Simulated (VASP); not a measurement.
Mg: relaxation of shape and atoms at fixed volume with LDA

Crystal: Mg.

```xyz
2
Lattice="3.1866 0.0000 0.0000 -1.5933 2.7597 0.0000 0.0000 0.0000 5.0743" Properties=species:S:1:pos:R:3 pbc="T T T"
Mg    0.0000    1.8398    1.2686
Mg    1.5933    0.9199    3.8057
```

The cell isn't the ideal one: a relaxed cell with its volume scaled by 1.04.

```json
{
 "Program": "VASP 6.6.1",
 "Task": "relaxation of shape and atoms at fixed volume",
 "Functional": "LDA",
 "Potentials or basis": "VASP PAW LDA potentials, release 64 (Mg)",
 "Cutoff": "600 eV",
 "k mesh": "15 × 15 × 7",
 "Occupations": "methfessel-paxton, width 0.1 eV",
 "Spin": "no spin polarisation",
 "Further INCAR settings": "ALGO = Fast; EDIFF = 1e-07; IBRION = 2; EDIFFG = -0.01; NSW = 40; ISIF = 4"
}
```

```yaml
Pressure_after_relaxing: -1.5 GPa
Band_gap_on_the_k_mesh: none (metal or under the smearing width)
```

Final structure:
```
Mg
1.0
     3.18663    0.00000    0.00000
    -1.59332    2.75970    0.00000
     0.00000    0.00000    5.07431
Mg
2
Cartesian
  0.0000 1.8398 1.2686
  1.5933 0.9199 3.8057
```

Levels at points of the mesh, in eV from the Fermi level:
```tsv
k point	band 1	band 2	band 3	band 4	band 5	band 6
(0.00, 0.00, 0.00)	-7.00	-1.55	-1.04	10.90	10.90	10.95
```

Run time: 26 s on 1 thread of Intel(R) Xeon(R) Platinum 8375C CPU @ 2.90GHz (Ice Lake), with other jobs on the host, peak memory 0.18 GiB.

Caveat: the relaxation stopped at its first step, so nothing moved.
